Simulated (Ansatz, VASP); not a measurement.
CaSe: VASP beside Ansatz

File POSCAR:

```
CaSe
1.0
    0.0000000000      3.1700240214      3.4495094536
    3.1700240214      0.0000000000      3.4495094536
    3.1700240214      3.1700240214      0.0000000000
Ca Se
1 1
Direct
    0.0000000000      0.0000000000      0.0000000000
    0.2500000000      0.2500000000      0.2500000000
```

Contents of INCAR.step1:

```
SYSTEM = CaSe
PREC = Accurate
ENCUT = 520
EDIFF = 1E-5
ISMEAR = 0
SIGMA = 0.01
LREAL = .False.
LASPH = .True.
NELM = 100
ALGO = Normal
ISIF = 2
LWAVE = .True.
LCHARG = .False.
NBANDS = 15
GGA = PE
```

File INCAR.step2:

```
SYSTEM = CaSe
PREC = Accurate
ENCUT = 520
EDIFF = 1E-6
ISMEAR = 0
SIGMA = 0.01
LREAL = .False.
LASPH = .True.
NELM = 100
ALGO = Normal
ISIF = 2
LWAVE = .False.
LCHARG = .False.
GGA = PE
LHFCALC = .True.
HFSCREEN = 0.2079
PRECFOCK = Normal
NBANDS = 15
ISTART = 1
```

KPOINTS

```
Automatic mesh
0
Gamma
  4 4 4
  0 0 0
```

Input for Ansatz:

```yaml
crystal:
  lattice:
    - [0.0, 3.1700240214, 3.4495094536]
    - [3.1700240214, 0.0, 3.4495094536]
    - [3.1700240214, 3.1700240214, 0.0]
  atoms:
    - { symbol: Ca, position: [0.0, 0.0, 0.0] }
    - { symbol: Se, position: [0.25, 0.25, 0.25] }
kpoints:
  mp_grid: { grid: [4, 4, 4] }
  band_path:
    path:
      - [0.0, 0.0, 0.0]
      - [-0.5, -0.5, 0.0]
      - [-0.375, -0.375, 0.25]
      - [-0.375, 0.0, 0.375]
      - [0.0, 0.0, 0.5]
      - [-0.5, -0.25, 0.25]
      - [-0.2625, 0.0, 0.2625]
    npoints: 1
hamiltonian:
  xc: hse06
scf:
  occupations: { method: fixed }
  n_extra_bands: 4
output:
  forces: true
  stress: true
  eigenvalues: true
```

Change from the starting cell: epitaxial_xy strain -3.3%.

Alike in both runs: task single point; functional HSE06; k mesh 4 × 4 × 4; no spin polarisation.

|  | VASP | Ansatz |
| --- | --- | --- |
| version | VASP 6.6.1 | Ansatz 0.2.0 |
| potentials or method | VASP PAW PBE potentials, release 64 (Ca_sv, Se) | plane waves, PAW |
| plane-wave cutoff (eV) | 520 | 420 |
| occupations | gaussian, width 0.01 eV | fixed |
| valence electrons in the cell | 16 | 26 |

Ansatz gave:

| Property | Result |
| --- | --- |
| gap on the k mesh at the Fermi level (eV) | 3.98 |
| pressure (GPa) | 0.8 |
| largest component of the traceless stress (GPa) | 0.47 |

Q: Estimate VASP's values.

A: gap on the k mesh at the Fermi level (eV): 3.98; pressure (GPa): 0.8; largest component of the traceless stress (GPa): 0.46.

The two sets of potentials don't hold the same shells in valence. Ansatz warned: «stress_exchange_threshold_loose».

Caveats: the PAW data sets were made with another functional, which shifts forces and pressure a little (VASP). A k mesh can miss the band edges.
